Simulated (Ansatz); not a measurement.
TiSi2:

```
Ti Si
1.0
     4.37464    0.00000    0.00000
    -2.18732    3.78855    0.00000
     0.00000    0.00000    2.56101
Ti Si
1 2
Direct
  0.00000 0.00000 0.00000
  0.33333 0.66667 0.50000
  0.66667 0.33333 0.50000
```

The cell was built by a generator and needn't be a form met in nature.

Program: Ansatz 0.2.0. Alike in all runs: task projected density of states; potentials or basis Ansatz PAW; no spin polarisation; cell as given; k mesh 7 × 7 × 10; cutoff (eV) 420; smearing fermi-dirac 0.05 eV.

**Question.** Order these runs on this cell by their pressure, lowest first.
A. level LDA
B. level LDA+U; U Ti d U = 8 eV; hubbard projectors ortho-atomic (the default); double counting fll (the default)
C. level LDA+U; U Ti d U = 4 eV; hubbard projectors ortho-atomic (the default); double counting fll (the default)
D. level LDA+U; U Ti d U = 6 eV; hubbard projectors ortho-atomic (the default); double counting fll (the default)
E. level LDA+U; U Ti d U = 5 eV; hubbard projectors ortho-atomic (the default); double counting fll (the default)

**Answer.** A (-7.1 GPa), C (-3.1 GPa), E (-1.1 GPa), D (1.3 GPa), B (10.3 GPa).

Caveats: the PAW data sets come from PBE, with cores solved anew for the run's functional, which leaves a small shift of forces and pressure; U without spin polarisation on a metal has little footing (some runs); the U is typed as a test and isn't derived for this compound (some runs).
